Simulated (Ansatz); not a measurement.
A run of Ansatz 0.2.0 is set up as follows.

input.yaml

```yaml
crystal:
  lattice:
    - [0.0, 2.365, 2.365]
    - [2.365, 0.0, 2.365]
    - [2.365, 2.365, 0.0]
  atoms:
    - { symbol: Zr, position: [0.5, 0.5, 0.5] }
    - { symbol: C, position: [0.0, 0.0, 0.0] }
hamiltonian:
  xc: { exchange: r2scan, correlation: r2scan, exx: { coeff: 0.5 } }
  pseudopotentials: { kind: paw }
kpoints:
  mp_grid: { grid: [6, 6, 6] }
scf:
  occupations: { method: fermi_dirac, width: 0.05 }
output:
  forces: true
  stress: true
  eigenvalues: true
  write_density: true
  write_potential: true
  elf: true
  volumetric_format: npy
```

Potentials or basis: Ansatz PAW.

Command:

```bash
$ ansatz run input.yaml --threads 2 --pin off --max-ram 5632MiB --backend cpu --events-out ev --progress --plain --runs-dir out
```

**Question.** Predict the pressure.

**Answer.** -7.3 GPa.

Caveat: the k mesh is coarse (spacing up to 0.38 Å⁻¹), so the values aren't converged, least of all with exact exchange; the PAW data sets come from PBE, with cores solved anew for the run's functional, which leaves a small shift of forces and pressure; the thresholds are loose for stress.
